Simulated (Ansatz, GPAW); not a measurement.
**Geometry or basis: what sets the conductance of butadiene-1,4-dithiol between two Ir chains**

Wanted: T(E) of butadiene-1,4-dithiol between two Ir chains at a relaxed geometry in two programs, beside the unrelaxed structure.

Program: GPAW 26.7.0 and Ansatz 0.2.0. Level of theory: Ansatz plane waves; relaxation of the junction with the lead ends held, in the first sound run; inputs show where later runs differ. Results are calculated unless marked as measured.

### 1. The structure

The cell holds 26 atoms: 16 Ir, 2 S, 4 H and 4 C. Its edges and angles: a = 11.049 Å, b = 9.000 Å, c = 43.089 Å, α = 90.0°, β = 90.0°, γ = 90.0°. Regions: left lead, 8 atoms (8 Ir); channel, 10 atoms (2 S, 4 H and 4 C); right lead, 8 atoms (8 Ir). Vacuum lies along a and b. The structure is stacked along c, and the current runs across the ab planes.

### 2. Relaxing the atoms

Transmission follows bond lengths closely, so the atoms between the held lead ends are relaxed first, from a slightly shaken start that lets symmetry break.

input.yaml

```yaml
crystal:
  lattice:
    - [11.0488319075, 0.0, 0.0]
    - [0.0, 9.0, 0.0]
    - [0.0, 0.0, 43.0894086291]
  atoms:
    - { symbol: Ir, position: [0.5, 0.5, 0.026688693] }
    - { symbol: Ir, position: [0.5, 0.5, 0.0800660791] }
    - { symbol: Ir, position: [0.5, 0.5, 0.1334434652] }
    - { symbol: Ir, position: [0.5, 0.5, 0.1868208513] }
    - { symbol: Ir, position: [0.5, 0.5, 0.2401982373] }
    - { symbol: Ir, position: [0.5, 0.5, 0.2935756234] }
    - { symbol: Ir, position: [0.494773028, 0.4899373492, 0.3477567776] }
    - { symbol: Ir, position: [0.5042432954, 0.5044317246, 0.4000313017] }
    - { symbol: S, position: [0.3297342942, 0.4990275248, 0.4359328224] }
    - { symbol: H, position: [0.5603216344, 0.5001942974, 0.4675849224] }
    - { symbol: C, position: [0.372424777, 0.5012476998, 0.4731126558] }
    - { symbol: C, position: [0.4836119124, 0.4985773445, 0.4826047258] }
    - { symbol: H, position: [0.2885941734, 0.5004947275, 0.4895714544] }
    - { symbol: H, position: [0.7069762327, 0.4973316952, 0.5102599016] }
    - { symbol: C, position: [0.5185885117, 0.501273783, 0.5154520777] }
    - { symbol: C, position: [0.6257266064, 0.5071388802, 0.5260944315] }
    - { symbol: H, position: [0.4476104462, 0.4992078118, 0.5320872034] }
    - { symbol: S, position: [0.6700784009, 0.4958881421, 0.565052546] }
    - { symbol: Ir, position: [0.5044689639, 0.503004253, 0.6018285825] }
    - { symbol: Ir, position: [0.5010069338, 0.5011609938, 0.6524184477] }
    - { symbol: Ir, position: [0.5, 0.5, 0.7064243766] }
    - { symbol: Ir, position: [0.5, 0.5, 0.7598017627] }
    - { symbol: Ir, position: [0.5, 0.5, 0.8131791487] }
    - { symbol: Ir, position: [0.5, 0.5, 0.8665565348] }
    - { symbol: Ir, position: [0.5, 0.5, 0.9199339209] }
    - { symbol: Ir, position: [0.5, 0.5, 0.973311307] }
kpoints:
  mp_grid: { grid: [1, 1, 2] }
hamiltonian:
  xc: pbe
scf:
  occupations: { method: fermi_dirac, width: 0.1 }
relax:
  f_tol: 0.03
  max_steps: 80
  constraints: [{ sites: [0, 1, 2, 3, 4, 5, 20, 21, 22, 23, 24, 25] }]
```

Launch:

```console
> ansatz run input.yaml --threads 4 --pin off --max-ram 8192MiB --backend cpu --events-out ev --progress --plain --runs-dir out
```

Numbers of over 12 decimals in the logs are rounded to 6 here.

The program printed:

```text
Engine: ansatz 0.2.0, x86_64-unknown-linux-gnu
Pseudopotentials: kind: paw
Pseudopotential: Ir, paw, valence charge 17, recommended cutoff 420 eV (normal), Ir.paw.azcp
Pseudopotential: S, paw, valence charge 6, recommended cutoff 420 eV (normal), S.paw.azcp
Pseudopotential: H, paw, valence charge 1, recommended cutoff 420 eV (normal), H.paw.azcp
Pseudopotential: C, paw, valence charge 4, recommended cutoff 420 eV (normal), C.paw.azcp
Functional definition: PBE
  parameter kappa = 0.804
  parameter beta = 0.066725
  exchange = pbe_x(kappa = kappa, mu = beta*pi^2/3)
  correlation = pbe_c(beta = beta)
Crystal: 26 atoms, lattice volume = 4284.789 Å³
Basis set: ecut = 420 eV, 83687 PW (Γ), exchange–correlation on 150×128×600 points (8 copies of the dense FFT grid, shifted against one another)
Bands: 183, of which v1, the nominal top of the filled ones, is band 152 counted from 1 (151 counted from 0)
Symmetry: 1 space group operations
Space group: P1 (ITA 1), of the structure as read, at distance tolerance 1.6e-4 Å
k-points: 2
Non-local potential: Ir, projectors of the file, l = 0: 3, l = 1: 2, l = 2: 2, l = 3: 1
Non-local potential: S, projectors of the file, l = 0: 2, l = 1: 2, l = 2: 2
Non-local potential: H, projectors of the file, l = 0: 2, l = 1: 1
Non-local potential: C, projectors of the file, l = 0: 2, l = 1: 2, l = 2: 1
PAW form: soft (Blöchl's): semilocal exchange-correlation on the pseudo side does not see the compensation charge
PAW one-centre angular grid: Ir, 590 points (default); XC on 64 Gauss nodes
PAW one-centre angular grid: S, 110 points (default); XC on 64 Gauss nodes
PAW one-centre angular grid: H, 110 points (default); XC on 64 Gauss nodes
PAW one-centre angular grid: C, 110 points (default); XC on 64 Gauss nodes
Initial density: superposition of atomic densities (neutral atoms: chi_scale 0, normalization atom), corrected by the library's trained network
Initial wavefunctions: pseudopotential atomic-orbital guess
Functional: x = pbe(κ = 0.804, μ = 0.219515), c = pbe(β = 0.066725)
SCF iter   1: F=—  HF=-193774.819377 eV  |F-HF|=—  |Δ(HF+E_count)|=         —  Δρ=1.15e-2  dr2=4.92e1  ethr=1.77e-3  ⟨swp⟩=7.5  Hψ=1426  notcnv=0  defer=4
preconditioner: auto → LDOS  [metal: Δε(μ)=0.049 eV  Ē_g=4.562 eV  σ=0.100 eV  W_gap=0.12  n_scr=390 (ndim 8)  ℏωp=7.5 eV  f_vac=0.783  D(μ)=51.89/eV (n_scr^D=236)  β→1.0]
SCF iter   2: F=—  HF=-193774.348490 eV  |F-HF|=—  |Δ(HF+E_count)|=   4.71e-1  Δρ=4.15e-3  dr2=1.05e0  ethr=1.77e-3  ⟨swp⟩=2.5  Hψ=452  notcnv=0  defer=9
SCF iter   3: F=—  HF=-193774.326210 eV  |F-HF|=—  |Δ(HF+E_count)|=   2.23e-2  Δρ=2.87e-3  dr2=6.89e-1  ethr=3.45e-4  ⟨swp⟩=3.0  Hψ=646  notcnv=0  defer=5
SCF iter   4: F=—  HF=-193774.274008 eV  |F-HF|=—  |Δ(HF+E_count)|=   5.22e-2  Δρ=8.90e-4  dr2=8.58e-2  ethr=2.27e-4  ⟨swp⟩=1.0  Hψ=361  notcnv=0  defer=5
SCF iter   5: F=—  HF=-193774.272464 eV  |F-HF|=—  |Δ(HF+E_count)|=   1.54e-3  Δρ=5.85e-4  dr2=2.63e-2  ethr=2.82e-5  ⟨swp⟩=2.0  Hψ=366  notcnv=0  defer=5
SCF iter   6: F=—  HF=-193774.270868 eV  |F-HF|=—  |Δ(HF+E_count)|=   1.60e-3  Δρ=2.29e-4  dr2=7.13e-3  ethr=8.64e-6  ⟨swp⟩=1.0  Hψ=361  notcnv=0  defer=5
SCF iter   7: F=—  HF=-193774.269784 eV  |F-HF|=—  |Δ(HF+E_count)|=   1.08e-3  Δρ=1.01e-4  dr2=9.19e-4  ethr=2.35e-6  ⟨swp⟩=2.0  Hψ=416  notcnv=0  defer=5
SCF iter   8: F=—  HF=-193774.269832 eV  |F-HF|=—  |Δ(HF+E_count)|=   4.85e-5  Δρ=3.75e-5  dr2=1.13e-4  ethr=3.02e-7  ⟨swp⟩=2.0  Hψ=488  notcnv=0  defer=5
SCF iter   9: F=—  HF=-193774.269856 eV  |F-HF|=—  |Δ(HF+E_count)|=   2.36e-5  Δρ=1.65e-5  dr2=2.73e-5  ethr=3.72e-8  ⟨swp⟩=2.0  Hψ=390  notcnv=0  defer=5
SCF iter  10: F=-193774.269855 eV  HF=-193774.269859 eV  |F-HF|=3.81e-6  |Δ(HF+E_count)|=   3.10e-6  Δρ=8.46e-6  dr2=6.60e-6  ethr=7.40e-9  ⟨swp⟩=4.0  Hψ=1026  notcnv=0
SCF 1 converged in 10 iterations: F = -193774.269855 eV  dr2 = 6.60e-6
  greatest PAW one-centre occupation: 1.001 electrons in one spin orbital (limit 2), on the Ir atom at site 18 (counted from 0), in its partial waves of l = 1
relax step   1: F+E_penalty+E_count = -193774.26985531 eV  Δ(F+E_penalty+E_count) = +0.000e0 eV  max|allowed force component| = 6.350e0 eV/Å  Δτ_max = 0.0000 Å  (10 SCF iters, dr2 threshold 2.25e-5 eV, accepted)
Initial density: handed on by an earlier stage of this run
Initial wavefunctions: those handed on with the density
iter 1 solved again at ethr=7.90e-4 eV; its pass at ethr=3.10e-3 eV (dr2=2.40e0 eV) is discarded
SCF iter   1: F=—  HF=-193776.043582 eV  |F-HF|=—  |Δ(HF+E_count)|=         —  Δρ=6.75e-3  dr2=2.40e0  ethr=7.90e-4  ⟨swp⟩=2.0  Hψ=1559  notcnv=0  defer=6
preconditioner: auto → LDOS  [metal: Δε(μ)=0.055 eV  Ē_g=4.717 eV  σ=0.100 eV  W_gap=0.14  n_scr=390 (ndim 8)  ℏωp=7.5 eV  f_vac=0.789  D(μ)=50.69/eV (n_scr^D=224)  β→1.0]
SCF iter   2: F=—  HF=-193775.913116 eV  |F-HF|=—  |Δ(HF+E_count)|=   1.30e-1  Δρ=3.55e-3  dr2=7.68e-1  ethr=7.90e-4  ⟨swp⟩=3.5  Hψ=826  notcnv=0  defer=6
SCF iter   3: F=—  HF=-193775.762775 eV  |F-HF|=—  |Δ(HF+E_count)|=   1.50e-1  Δρ=1.43e-3  dr2=1.64e-1  ethr=2.53e-4  ⟨swp⟩=2.0  Hψ=730  notcnv=0  defer=6
SCF iter   4: F=—  HF=-193775.734390 eV  |F-HF|=—  |Δ(HF+E_count)|=   2.84e-2  Δρ=4.21e-4  dr2=1.79e-2  ethr=5.40e-5  ⟨swp⟩=2.0  Hψ=475  notcnv=0  defer=6
SCF iter   5: F=—  HF=-193775.732608 eV  |F-HF|=—  |Δ(HF+E_count)|=   1.78e-3  Δρ=1.83e-4  dr2=3.41e-3  ethr=5.88e-6  ⟨swp⟩=2.0  Hψ=365  notcnv=0  defer=6
SCF iter   6: F=—  HF=-193775.732596 eV  |F-HF|=—  |Δ(HF+E_count)|=   1.23e-5  Δρ=8.95e-5  dr2=7.77e-4  ethr=1.12e-6  ⟨swp⟩=2.0  Hψ=439  notcnv=0  defer=6
SCF iter   7: F=—  HF=-193775.732596 eV  |F-HF|=—  |Δ(HF+E_count)|=   3.24e-7  Δρ=4.03e-5  dr2=1.67e-4  ethr=2.56e-7  ⟨swp⟩=2.0  Hψ=511  notcnv=0  defer=6
SCF iter   8: F=-193775.732594 eV  HF=-193775.732611 eV  |F-HF|=1.72e-5  |Δ(HF+E_count)|=   1.49e-5  Δρ=1.70e-5  dr2=2.72e-5  ethr=3.29e-8  ⟨swp⟩=3.0  Hψ=1236  notcnv=0
SCF 2 converged in 8 iterations: F = -193775.732594 eV  dr2 = 2.72e-5
  greatest PAW one-centre occupation: 1.000 electrons in one spin orbital (limit 2), on the Ir atom at site 7 (counted from 0), in its partial waves of l = 1
relax step   2: F+E_penalty+E_count = -193775.73259415 eV  Δ(F+E_penalty+E_count) = -1.463e0 eV  max|allowed force component| = 2.348e0 eV/Å  Δτ_max = 0.1945 Å  (8 SCF iters, dr2 threshold 1.00e-4 eV, accepted)
iter 1 solved again at ethr=2.08e-4 eV; its pass at ethr=3.10e-3 eV (dr2=6.31e-1 eV) is discarded
SCF iter   1: F=—  HF=-193776.334512 eV  |F-HF|=—  |Δ(HF+E_count)|=         —  Δρ=4.64e-3  dr2=5.69e-1  ethr=2.08e-4  ⟨swp⟩=2.0  Hψ=1398  notcnv=0  defer=6
[...]
SCF iter   7: F=-193776.230089 eV  HF=-193776.230098 eV  |F-HF|=8.68e-6  |Δ(HF+E_count)|=   1.94e-5  Δρ=1.33e-5  dr2=1.80e-5  ethr=3.29e-8  ⟨swp⟩=3.0  Hψ=1253  notcnv=0
SCF 3 converged in 7 iterations: F = -193776.230089 eV  dr2 = 1.80e-5
relax step   3: F+E_penalty+E_count = -193776.23008904 eV  Δ(F+E_penalty+E_count) = -4.975e-1 eV  max|allowed force component| = 1.803e0 eV/Å  Δτ_max = 0.2000 Å  (7 SCF iters, dr2 threshold 1.00e-4 eV, accepted)
[...]
relax step   4: F+E_penalty+E_count = -193776.62335890 eV  Δ(F+E_penalty+E_count) = -3.933e-1 eV  max|allowed force component| = 1.145e0 eV/Å  Δτ_max = 0.1947 Å  (7 SCF iters, dr2 threshold 1.00e-4 eV, accepted)
[...]
relax step   5: F+E_penalty+E_count = -193776.91550520 eV  Δ(F+E_penalty+E_count) = -2.921e-1 eV  max|allowed force component| = 6.716e-1 eV/Å  Δτ_max = 0.1961 Å  (7 SCF iters, dr2 threshold 1.00e-4 eV, accepted)
[...]
relax step   6: F+E_penalty+E_count = -193777.16285419 eV  Δ(F+E_penalty+E_count) = -2.473e-1 eV  max|allowed force component| = 5.313e-1 eV/Å  Δτ_max = 0.2000 Å  (7 SCF iters, dr2 threshold 1.00e-4 eV, accepted)
[...]
relax step   7: F+E_penalty+E_count = -193777.33641470 eV  Δ(F+E_penalty+E_count) = -1.736e-1 eV  max|allowed force component| = 2.919e-1 eV/Å  Δτ_max = 0.2000 Å  (8 SCF iters, dr2 threshold 9.72e-5 eV, accepted)
[...]
relax step   8: F+E_penalty+E_count = -193777.41571062 eV  Δ(F+E_penalty+E_count) = -7.930e-2 eV  max|allowed force component| = 3.999e-2 eV/Å  Δτ_max = 0.2000 Å  (8 SCF iters, dr2 threshold 2.57e-5 eV, accepted)
SCF iter   1: F=—  HF=-193777.432655 eV  |F-HF|=—  |Δ(HF+E_count)|=         —  Δρ=1.59e-3  dr2=1.26e-1  ethr=5.68e-4  ⟨swp⟩=5.0  Hψ=926  notcnv=0  defer=4
preconditioner: auto → LDOS  [metal: Δε(μ)=0.026 eV  Ē_g=4.592 eV  σ=0.100 eV  W_gap=0.07  n_scr=390 (ndim 8)  ℏωp=7.5 eV  f_vac=0.789  D(μ)=49.20/eV (n_scr^D=214)  β→1.0]
SCF iter   2: F=—  HF=-193777.421756 eV  |F-HF|=—  |Δ(HF+E_count)|=   1.09e-2  Δρ=6.22e-4  dr2=1.79e-2  ethr=4.16e-5  ⟨swp⟩=2.0  Hψ=639  notcnv=0  defer=4
SCF iter   3: F=—  HF=-193777.421177 eV  |F-HF|=—  |Δ(HF+E_count)|=   5.79e-4  Δρ=3.84e-4  dr2=1.69e-2  ethr=5.89e-6  ⟨swp⟩=2.0  Hψ=611  notcnv=0  defer=4
SCF iter   4: F=—  HF=-193777.420115 eV  |F-HF|=—  |Δ(HF+E_count)|=   1.06e-3  Δρ=2.10e-4  dr2=4.67e-3  ethr=5.56e-6  ⟨swp⟩=1.0  Hψ=362  notcnv=0  defer=4
SCF iter   5: F=—  HF=-193777.419959 eV  |F-HF|=—  |Δ(HF+E_count)|=   1.56e-4  Δρ=8.45e-5  dr2=7.66e-4  ethr=1.54e-6  ⟨swp⟩=1.0  Hψ=362  notcnv=0  defer=4
SCF iter   6: F=—  HF=-193777.419960 eV  |F-HF|=—  |Δ(HF+E_count)|=   3.36e-7  Δρ=2.33e-5  dr2=5.01e-5  ethr=2.52e-7  ⟨swp⟩=2.0  Hψ=455  notcnv=0  defer=4
SCF iter   7: F=—  HF=-193777.418966 eV  |F-HF|=—  |Δ(HF+E_count)|=   9.94e-4  Δρ=8.26e-6  dr2=5.23e-6  ethr=1.65e-8  ⟨swp⟩=2.0  Hψ=534  notcnv=0  defer=4
SCF iter   8: F=—  HF=-193777.418969 eV  |F-HF|=—  |Δ(HF+E_count)|=   2.49e-6  Δρ=3.53e-6  dr2=1.13e-6  ethr=1.72e-9  ⟨swp⟩=2.0  Hψ=481  notcnv=0  defer=4
SCF iter   9: F=—  HF=-193777.418969 eV  |F-HF|=—  |Δ(HF+E_count)|=   5.69e-7  Δρ=1.51e-6  dr2=1.79e-7  ethr=3.73e-10  ⟨swp⟩=1.0  Hψ=362  notcnv=0  defer=4
SCF iter  10: F=-193777.418969 eV  HF=-193777.418969 eV  |F-HF|=1.49e-8  |Δ(HF+E_count)|=   8.77e-8  Δρ=5.85e-7  dr2=3.20e-8  ethr=3.29e-11  ⟨swp⟩=4.5  Hψ=1115  notcnv=0
SCF 9 converged in 10 iterations: F = -193777.418969 eV  dr2 = 3.20e-8
relax step   9: F+E_penalty+E_count = -193777.41896925 eV  Δ(F+E_penalty+E_count) = -3.259e-3 eV  max|allowed force component| = 2.614e-2 eV/Å  Δτ_max = 0.0625 Å  (10 SCF iters, accepted)
SCF converged after 10 iterations
Free energy (F): -193777.418969 eV
Harris-Foulkes:  -193777.418969 eV  (|F-HF|=1.49e-8)
Internal energy: -193775.880572 eV  (E = F + TS)
E sigma→0 (E₀):  -193776.649771 eV
Entropy (-TS):   -1.538397 eV (-59.169 meV/atom)
Fermi energy:    -3.592702 eV
--- Per-component energies (eV) ---
  E_band       = -9207.784198
  E_kinetic    = 10531.413016
  E_local      = -97675.273298  (includes V_loc(G=0)·N_el)
  E_nonlocal   = 1398.809986
  E_hartree    = 42733.777321
  E_xc         = -4634.581113
  E_vxc        = -5154.685427  (∫ρ·V_xc dr)
  E_paw        = -149191.163588  (= ΣΔE_a)
  E_vpaw       = -3775.601651  (= ΣTr[D̂ρ^β])
  E_aug_tail   = -0.004310  (compensation charges beyond the density's cutoff)
  E_ewald      = 3061.141415
  E_smearing   = -1.538397  (= −TS)
  E_closure    = -0.000000  (closes the sum)
  Σ components = -193777.418969   (vs F -193777.418969, Δ=0.00e0)
--- Forces (eV/Å), atoms counted from 1 ---
  atom   1  Ir     0.05631727     0.00328026    -0.00431370
  atom   2  Ir    -0.07631010    -0.00229773    -0.05896439
  atom   3  Ir     0.08649863     0.00181779    -0.04592243
  atom   4  Ir    -0.08971679    -0.00391929     0.18444034
  atom   5  Ir    -0.36278624    -0.02699885    -0.02486316
  atom   6  Ir     0.48737106     0.03039091     0.11313846
  atom   7  Ir     0.00069266     0.00486393     0.00711989
  atom   8  Ir    -0.01286464    -0.00009994     0.00018706
  atom   9  S      0.01134692    -0.00012540    -0.00957575
  atom  10  H     -0.00233864    -0.00021357     0.00465027
  atom  11  C      0.00881993     0.00024290     0.00271965
  atom  12  C     -0.01618158    -0.00099869    -0.02218123
  atom  13  H      0.00301045    -0.00232223     0.01347749
  atom  14  H     -0.00391662     0.00094190    -0.01240021
  atom  15  C      0.01605163     0.00248931     0.02614187
  atom  16  C     -0.00575309    -0.00145478    -0.00342105
  atom  17  H      0.00059999    -0.00296790    -0.00623078
  atom  18  S     -0.01373925     0.00120712     0.00733225
  atom  19  Ir     0.01349466    -0.00030683     0.00163495
  atom  20  Ir    -0.00134117    -0.00235700    -0.00598662
  atom  21  Ir    -0.48628122    -0.00874800    -0.11727801
  atom  22  Ir     0.36380752     0.00593160     0.02647781
  atom  23  Ir     0.08982379     0.00423574    -0.18537928
  atom  24  Ir    -0.08641995    -0.00485281     0.04558672
  atom  25  Ir     0.07622750     0.00382672     0.05939961
  atom  26  Ir    -0.05641165    -0.00155842     0.00421457
  max |Σ_I F_I| component: 6.75e-6 eV/Å
--- Relaxed structure (9 steps of the walk, 9 accepted, 0 SCFs on fresh bases) ---
  F+E_penalty+E_count = -193777.41896925 eV   max|allowed force component| = 2.614e-2 eV/Å
  atoms:
    - { symbol: Ir, position: [0.500000, 0.500000, 0.026689] }
    - { symbol: Ir, position: [0.500000, 0.500000, 0.080066] }
    - { symbol: Ir, position: [0.500000, 0.500000, 0.133443] }
    - { symbol: Ir, position: [0.500000, 0.500000, 0.186821] }
    - { symbol: Ir, position: [0.500000, 0.500000, 0.240198] }
    - { symbol: Ir, position: [0.500000, 0.500000, 0.293576] }
    - { symbol: Ir, position: [0.386431, 0.489578, 0.337977] }
    - { symbol: Ir, position: [0.462757, 0.495411, 0.387394] }
    - { symbol: S, position: [0.348336, 0.493048, 0.428596] }
    - { symbol: H, position: [0.583887, 0.498805, 0.470801] }
    - { symbol: C, position: [0.389796, 0.495365, 0.467082] }
    - { symbol: C, position: [0.498387, 0.497832, 0.483602] }
    - { symbol: H, position: [0.306323, 0.494306, 0.480857] }
    - { symbol: H, position: [0.695006, 0.501630, 0.519181] }
    - { symbol: C, position: [0.502928, 0.498822, 0.516399] }
    - { symbol: C, position: [0.611481, 0.500787, 0.532937] }
    - { symbol: H, position: [0.417431, 0.498017, 0.529202] }
    - { symbol: S, position: [0.652786, 0.502229, 0.571439] }
    - { symbol: Ir, position: [0.538045, 0.500952, 0.612587] }
    - { symbol: Ir, position: [0.614041, 0.503382, 0.662051] }
    - { symbol: Ir, position: [0.500000, 0.500000, 0.706424] }
    - { symbol: Ir, position: [0.500000, 0.500000, 0.759802] }
    - { symbol: Ir, position: [0.500000, 0.500000, 0.813179] }
    - { symbol: Ir, position: [0.500000, 0.500000, 0.866557] }
    - { symbol: Ir, position: [0.500000, 0.500000, 0.919934] }
    - { symbol: Ir, position: [0.500000, 0.500000, 0.973311] }
```

The job ended after 2.8 min (4 threads of Intel Xeon Platinum 8375C at 2.90GHz (Ice Lake), shared host; peak memory 6.8 GiB; 11 min of CPU time).

Step by step:

```csv
step,energy less that of the first step (eV),largest force component (eV/Å)
1,0.0000,6.3504
2,-1.4627,2.3478
3,-1.9602,1.8032
4,-2.3535,1.1445
5,-2.6457,0.6716
6,-2.8930,0.5313
7,-3.0666,0.2919
8,-3.1459,0.0400
9,-3.1491,0.0261
```

The atoms that moved most (Å):

```csv
atom,dx,dy,dz,length
Ir20,1.249,0.020,0.415,1.316
Ir7,-1.197,-0.003,-0.421,1.269
Ir8,-0.458,-0.081,-0.545,0.716
Ir19,0.371,-0.018,0.464,0.594
H13,0.196,-0.056,-0.376,0.427
H14,-0.132,0.039,0.384,0.408
S9,0.206,-0.054,-0.316,0.381
H17,-0.333,-0.011,-0.124,0.356
```

Numbers from this step:

* free energy: -193777.4190 eV
* smearing term TS: 1.538 eV
* symmetry operations: 1

The relaxation lowered the energy of the cell by 3.15 eV.

(Part 1 of 4 ends here.)

[Logs are printed without paths, hosts, clocks, repeated set-up lines and the standing remarks that a program may print on its own settings, such as how far it seeks lower states.]

[Hosts, paths, dates, database ids (printed as entryN), source tags and the programs' standing remarks are cut or masked in the printed files.]
